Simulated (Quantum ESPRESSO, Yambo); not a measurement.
# CdSe (Cadmoselite): G0W0 with Yambo, start to end, part 2 of 3

How does a plane-wave GW calculation on CdSe (Cadmoselite) run from the first input to the gap?

Quantum ESPRESSO 7.5 and Yambo 5.3.0; PBE and many-body steps on it, plane waves. Known limits of the many-body steps: not at the basis limit; no spin-orbit coupling; coarse k mesh.

So far. Step 2 (Ground state): The gap is direct, at Γ. Step 3 (Bands along the symmetry lines): The gap is 0.704 eV, as in the run before at this level.

The database entry behind the starting cell differs from later determinations by our own check (inner coordinate of an old entry), so it need not match the best structure at ambient conditions.

## 4. Empty states on the mesh, 3×3×2 mesh, 209 bands

Level of this step: DFT, PBE, plane waves, norm-conserving pseudopotentials (Quantum ESPRESSO).

The sums over transitions need many empty states on a uniform mesh; this step solves for them.

Contents of pw.in:

```
&control
  calculation = 'nscf'
  prefix = 'x'
  outdir = 'o'
  pseudo_dir = 'pseudo'
/
&system
  ibrav = 0
  nat = 4
  ntyp = 2
  ecutwfc = 104.0
  nbnd = 209
  force_symmorphic = .true.
/
&electrons
  conv_thr = 1e-9
  electron_maxstep = 80
  diago_full_acc = .true.
  diago_thr_init = 5e-6
/
ATOMIC_SPECIES
  Cd 112.41 Cd.upf
  Se 78.971 Se.upf
CELL_PARAMETERS angstrom
  4.3000000000 -0.0000000000 0.0000000000
  -2.1500000000 3.7239092363 0.0000000000
  0.0000000000 0.0000000000 7.0200000000
ATOMIC_POSITIONS crystal
  Cd 0.3333333333 0.6666666667 0.0000000000
  Cd 0.6666666667 0.3333333333 0.5000000000
  Se 0.3333333333 0.6666666667 0.3850000000
  Se 0.6666666667 0.3333333333 0.8850000000
K_POINTS automatic
  3 3 2 0 0 0
```

Run with:

```
$ OMP_NUM_THREADS=1 mpirun -n 16 pw.x -nk 4 -in pw.in > pw.out
```

The log of the run:

```text
[banner, memory and clock lines left out]
Program PWSCF v.7.5 starts

     Atomic positions and unit cell read from directory:
     o/x.save/

     Message from routine setup:
     using ibrav=0 with symmetry is DISCOURAGED, use correct ibrav instead

     bravais-lattice index     =            0
     lattice parameter (alat)  =       8.1258  a.u.
     unit-cell volume          =     758.5798 (a.u.)^3
     number of atoms/cell      =            4
     number of atomic types    =            2
     number of electrons       =        88.00
     number of Kohn-Sham states=          209
     kinetic-energy cutoff     =     104.0000  Ry
     charge density cutoff     =     416.0000  Ry
     Exchange-correlation= PBE
                           (   1   4   3   4   0   0   0)

     celldm(1)=   8.125822  celldm(2)=   0.000000  celldm(3)=   0.000000
     celldm(4)=   0.000000  celldm(5)=   0.000000  celldm(6)=   0.000000

     crystal axes: (cart. coord. in units of alat)
               a(1) = (   1.000000  -0.000000   0.000000 )
               a(2) = (  -0.500000   0.866025   0.000000 )
               a(3) = (   0.000000   0.000000   1.632558 )

     reciprocal axes: (cart. coord. in units 2 pi/alat)
               b(1) = (  1.000000  0.577350 -0.000000 )
               b(2) = (  0.000000  1.154701 -0.000000 )
               b(3) = ( -0.000000 -0.000000  0.612536 )
     Pseudo is Norm-conserving + core correction, Zval = 20.0
     Generated using ONCVPSP code by D. R. Hamann
     Using radial grid of 1368 points,  6 beta functions with:
     Pseudo is Norm-conserving + core correction, Zval = 24.0
     Generated using ONCVPSP code by D. R. Hamann
     Using radial grid of 1214 points,  6 beta functions with:
     Cd               20.00   112.41000     Cd( 1.00)
     Se               24.00    78.97100     Se( 1.00)

      6 Sym. Ops. (no inversion) found

   Cartesian axes

     site n.     atom                  positions (alat units)
         1        Cd     tau(   1) = (  -0.0000000   0.5773503   0.0000000  )
         2        Cd     tau(   2) = (   0.5000000   0.2886751   0.8162791  )
         3        Se     tau(   3) = (  -0.0000000   0.5773503   0.6285349  )
         4        Se     tau(   4) = (   0.5000000   0.2886751   1.4448140  )

     number of k points=     6
                       cart. coord. in units 2pi/alat
        k(    1) = (   0.0000000   0.0000000   0.0000000), wk =   0.1111111
        k(    2) = (   0.0000000   0.0000000  -0.3062678), wk =   0.1111111
        k(    3) = (   0.0000000   0.3849002   0.0000000), wk =   0.6666667
        k(    4) = (   0.0000000   0.3849002  -0.3062678), wk =   0.6666667
        k(    5) = (   0.3333333   0.5773503   0.0000000), wk =   0.2222222
        k(    6) = (   0.3333333   0.5773503  -0.3062678), wk =   0.2222222

     Dense  grid:   108753 G-vectors     FFT dimensions: (  54,  54,  90)

     The potential is recalculated from file :
     o/x.save/charge-density

     Starting wfcs are   46 randomized atomic wfcs +  163 random wfcs

     Band Structure Calculation

     End of band structure calculation

          k = 0.0000 0.0000 0.0000 ( 13573 PWs)   bands (ev):

  -198.9189-198.9189-138.3998-138.3998-138.3998-138.3998-138.3898-138.3898
   -93.5845 -93.5845 -54.6483 -54.6480 -54.6454 -54.6454 -54.6454 -54.6454
   -38.5755 -38.5755 -38.5755 -38.5755 -38.5630 -38.5630 -38.5629 -38.5629
   -38.5620 -38.5619  -4.4996  -4.1327   0.1628   0.1628   0.2184   0.2184
[...]
[... 15 further rows ...]
[...]
78.7176

          k = 0.0000 0.0000-0.3063 ( 13604 PWs)   bands (ev):

  -198.9189-198.9189-138.3998-138.3998-138.3998-138.3998-138.3898-138.3898
[...]
[... 15 further rows ...]
[...]
79.3340

          k = 0.0000 0.3849 0.0000 ( 13583 PWs)   bands (ev):

  -198.9189-198.9189-138.3998-138.3998-138.3998-138.3998-138.3898-138.3898
[...]
29.4740  30.1992  30.2950  30.9267  31.7287  32.2547  32.8525  32.8990
     [... 15 further rows ...]
    74.9697  75.0777  75.1005  75.3662  75.8376  76.2510  76.5876  76.7828
    77.6605

          k = 0.0000 0.3849-0.3063 ( 13604 PWs)   bands (ev):

     [... further k-points ...]

     highest occupied, lowest unoccupied level (ev):     8.0927    8.7964

     XML data file, pseudopotentials, collected wavefunctions
```

Run time: 22 s. Hardware: 16 MPI ranks of Arm Neoverse V2, shared host; peak memory 1.8 GiB.

This step gave:

```yaml
gap: 0.7038 eV
k_of_the_valence_top: 0, 0, 0
k_of_the_conduction_bottom: 0, 0, 0
least_direct_gap: 0.7038 eV
k_points_computed: 6
lowest_point_of_the_top_converged_band_above_the_valence_top: 68.0740 eV
```

On this mesh the gap is 0.704 eV.

## 5. Conversion and set-up

This step: Yambo 5.3.0; conversion and set-up on PBE, plane waves, norm-conserving pseudopotentials.

The states are converted to the many-body program's format and the q mesh is built.

Run with:

```
$ (cd o/x.save; p2y > p2y.log; mv SAVE ../..); yambo > setup.log
```

The log of the run:

```text
 Yambo, version 5.3.0

 [02] CORE Variables Setup
 =========================

  [02.01] Unit cells
  ==================

  Cell kind             :  HCP
  Atoms in the cell     :  Cd  Se
  number of Cd atoms    :  2
  number of Se atoms    :  2

  List of atomic masses
  Mass of Cd    :  112.4100
  Mass of Se    :  78.97100

  List of atomic coordinates    : [cc]
  Cd1       : -0.40629E-09   4.6914       0.0000      order 1
  Cd2       :  4.062911  2.345723  6.632939  order 2
  Se1       : -0.40629E-09   4.6914       5.1074      order 3
  Se2       :   4.06291   2.34572  11.74030  order 4

  Alat factors          :   8.12582   7.03717  13.26588 [a.u.]
  Direct lattice volume :  758.5798 [a.u.]
  Direct lattice vectors:  A[ 1 ]  A[ 2 ]  A[ 3 ]
   A[ 1 ]:  1.000000 -0.000000  0.000000  [iru]
   8.125822 -0.000000  0.000000  [cc]
   A[ 2 ]: -0.500000  1.000000  0.000000  [iru]
  -4.062911  7.037169  0.000000  [cc]
   A[ 3 ]:  0.000000  0.000000  1.000000  [iru]
    0.00000   0.00000  13.26588  [cc]

  Recip. lattice volume :  0.326993 [a.u.]
  Recip. lattice vectors:  B[ 1 ]  B[ 2 ]  B[ 3 ]
   B[ 1 ]:  1.000000  0.500000  0.000000  [iku]
   0.773237  0.446429 -0.000000  [cc]
   B[ 2 ]:  0.000000  1.000000  0.000000  [iku]
   0.000000  0.892857 -0.000000  [cc]
   B[ 3 ]:  0.000000  0.000000  1.000000  [iku]
  -0.000000 -0.000000  0.473635  [cc]

  [02.02] Symmetries
  ==================

  Inversion symmetry    : yes
  Spatial inversion     : no
  Inversion index       :   7
  K-space Time-reversal : yes
  Magnetic symmetries   : no
  Time-reversal derived K-space symmetries:   7  12
  Group table correct   : yes
  Symmetries units      :  [cc]

   [S  1]:   1.0000       0.0000       0.0000     -0.31529E-16   1.0000       0.0000       0.0000       0.0000       1.0000
   [S  2]: -0.500000  0.866025  0.000000 -0.866025 -0.500000  0.000000  0.000000  0.000000  1.000000
   [S  3]: -0.500000 -0.866025  0.000000  0.866025 -0.500000  0.000000  0.000000  0.000000  1.000000
   [S  4]:  -1.0000       0.0000       0.0000      0.31529E-16   1.0000       0.0000       0.0000       0.0000       1.0000
   [S  5]:  0.500000  0.866025  0.000000  0.866025 -0.500000  0.000000  0.000000  0.000000  1.000000
   [S  6]:  0.500000 -0.866025  0.000000 -0.866025 -0.500000  0.000000  0.000000  0.000000  1.000000
   [S* 7]:  -1.0000      -0.0000      -0.0000      0.31529E-16  -1.0000      -0.0000      -0.0000      -0.0000      -1.0000
   [S* 8]:  0.500000 -0.866025 -0.000000  0.866025  0.500000 -0.000000 -0.000000 -0.000000 -1.000000
   [S* 9]:  0.500000  0.866025 -0.000000 -0.866025  0.500000 -0.000000 -0.000000 -0.000000 -1.000000
   [S*10]:   1.0000      -0.0000      -0.0000     -0.31529E-16  -1.0000      -0.0000      -0.0000      -0.0000      -1.0000
   [S*11]: -0.500000 -0.866025 -0.000000 -0.866025  0.500000 -0.000000 -0.000000 -0.000000 -1.000000
[...]
K_min[ 3 ] :  0.333333 -0.333333  0.000000 [rlu]
  Grid dimensions      :  2  3  3
  K lattice UC volume  :  0.018166 [a.u.]

  IBZ K-points                                      :   6
  BZ  K-points                                      :  18

  K/Q-points units:
  rlu = crystal or reduced units; cc = cartesian coordinates; iku = interal k-units

  K [1]          [rlu]:  0.000000  0.000000  0.000000
         WF components:  13573
  K [2]          [rlu]:  0.000000  0.000000 -0.500000
         WF components:  13604
  K [3]          [rlu]:  0.000000  0.333333  0.000000
         WF components:  13583
  K [4]          [rlu]:  0.000000  0.333333 -0.500000
         WF components:  13604
  K [5]          [rlu]:  0.333333  0.333333  0.000000
         WF components:  13611
  K [6]          [rlu]:  0.333333  0.333333 -0.500000
         WF components:  13566

  [02.05] Energies & Occupations
  ==============================

  [X] === General ===
  [X] Electronic Temperature                        :  0.000000  0.000000 [eV K]
  [X] Bosonic    Temperature                        :  0.000000  0.000000 [eV K]
  [X] Finite Temperature mode                       : no
  [X] El. density                                   :  0.78285E+24 [cm-3]
  [X] Fermi Level                                   :  8.092665 [eV]

  [X] === Gaps and Widths ===
  [X] Conduction Band Min                           :  0.703775 [eV]
  [X] Valence Band Max                              :  0.000000 [eV]
  [X] Filled Bands                                  :   44
  [X] Empty Bands                                   :   45  209
  [X] Direct Gap                                    :  0.703775 [eV]
  [X] Direct Gap localized at k                     :  1
  [X] Indirect Gap                                  :  0.703775 [eV]
  [X] Indirect Gap between kpts                     :  1  1
  [X] Last valence band width                       :  1.779171 [eV]
  [X] 1st conduction band width                     :  3.696325 [eV]

  E @ K [1]:  [eV]
  -207.0116 -207.0116 -146.4924 -146.4924 -146.4924 -146.4924 -146.4824 -146.4824
[...]
occ @ K [1]
[...]
E @ K [2]:  [eV]
[...]
occ @ K [2]
[...]
E @ K [3]:  [eV]
[...]
occ @ K [3]
[...]
E @ K [4]:  [eV]
[...]
occ @ K [4]
[...]
E @ K [5]:  [eV]
[...]
occ @ K [5]
[...]
E @ K [6]:  [eV]
[...]
occ @ K [6]
[...]
0.000000  0.000000  0.000000  0.000000  0.000000  0.000000  0.000000  0.000000
   0.000000  0.000000  0.000000  0.000000  0.000000  0.000000  0.000000  0.000000

 [03] Transferred momenta grid and indexing
 ==========================================

 IBZ Q-points                                      :   6
 BZ  Q-points                                      :  18

 K/Q-points units:
 rlu = crystal or reduced units; cc = cartesian coordinates; iku = interal k-units

 Q [1]          [rlu]:  0.000000  0.000000  0.000000
 Q [2]          [rlu]:  0.000000  0.000000 -0.500000
 Q [3]          [rlu]: -0.12136E-16  0.33333       0.0000
 Q [4]          [rlu]: -0.12136E-16  0.33333     -0.50000
 Q [5]          [rlu]:  0.333333  0.333333  0.000000
 Q [6]          [rlu]:  0.333333  0.333333 -0.500000

  [03.01] X indexes
  =================

   [03.01.01] Sigma indexes
   ========================

 [06] Game Over & Game summary
```

It took 2.7 s on 1 MPI rank; peak memory 0.25 GiB.

[end of part 2 of 3]

[Paths, hosts, dates, memory and timing lines, banners, echoed tables and standing remarks are left out of the program output.]

[Logs are printed without paths, hosts, clocks, repeated set-up lines and the standing remarks that a program may print on its own settings, such as how far it seeks lower states.]

[Runs of the session that timed out or met a known fault of the program may be left out.]

[Hosts, paths, dates, database ids (printed as entryN), source tags and the programs' standing remarks are cut or masked in the printed files.]
